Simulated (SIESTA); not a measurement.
Runs of SIESTA 5.4.2 on SiNi3. The structure is cubic, space group Pm-3m (No. 221). Conventional cell: a = 3.542 Å, b = 3.542 Å, c = 3.542 Å, α = 90.00°, β = 90.00°, γ = 90.00°. Around Ni (site symmetry 4/mmm) lie 8 Ni at 2.50 Å and 4 Si at 2.50 Å. Si (site symmetry m-3m) is surrounded by 12 Ni at 2.50 Å. 

```csv
level,gap on the mesh (eV),pressure (GPa),moment (μB)
vdW-DF2,none,(a),0.00
vdW-DF-cx,none,-10.8,0.00
vdW-DF-C09,none,-11.7,0.00
vdW-DF,none,(b),0.00
optB88-vdW,none,-4.3,0.00
```

Alike in all rows: task single point; potentials or basis PseudoDojo 0.4 standard (PBE files), DZP (energy shift 0.003 Ry; two zetas on semicore shells); spin collinear, ferromagnetic start; cell as given; k mesh 6 × 6 × 6; smearing fermi-dirac 0.05 eV; grid cutoff 800 Ry; energy shift 0.003 Ry.

Fill in the values left out.

(a) 8.4; (b) 3.6.

Caveats: short orbitals over semicore shells can move pressures by several GPa; the potentials were made for another functional, which shifts forces and pressure; the basis of atomic orbitals isn't converged, which shifts pressures, moduli and gaps.

A gap of «none» marks a metal or a gap under the smearing width.

Runs at the PBE level aren't shown here.
